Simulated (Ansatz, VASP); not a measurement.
# Sn: VASP beside Ansatz

```xyz
2
Lattice="-0.0117 3.1909 3.1465 3.0601 0.0674 3.0674 3.1782 3.2300 -0.0508" Properties=species:S:1:pos:R:3 pbc="T T T"
Sn    3.0967    3.2589    3.0291
Sn    4.6865    4.8514    4.6749
```

Change from the starting cell: all atoms moved at random, cell strained at random.

Alike in both runs: task single point; functional PBEsol; k mesh 10 × 10 × 10; occupations gaussian, width 0.1 eV; no spin polarisation.

|  | VASP | Ansatz |
| --- | --- | --- |
| version | VASP 6.6.1 | Ansatz 0.2.0 |
| potentials or method | VASP PAW PBE potentials, release 64 (Sn_d) | scalar-relativistic, plane waves, PAW |
| plane-wave cutoff (eV) | 520 | 420 |
| valence electrons in the cell | 28 | 28 |

|  | VASP | Ansatz | Ansatz less VASP |
| --- | --- | --- | --- |
| gap on the k mesh at the Fermi level (eV) | none | none | - |
| pressure (GPa) | 7.6 | 7.7 | +0.06 |
| largest component of the traceless stress (GPa) | 6.29 | 6.30 | +0.006 |
| rms of the force components (eV/Å) | 1.189 | 1.189 | +0.0007 |

Atom by atom the forces differ by 0.001 eV/Å (rms over components). A gap of «none» marks a metal or a gap that the smearing closes. The functional is the same, so the differences come from potentials, cutoffs and numerics.

Caveats: the PAW data sets were made with another functional, which shifts forces and pressure a little (VASP).
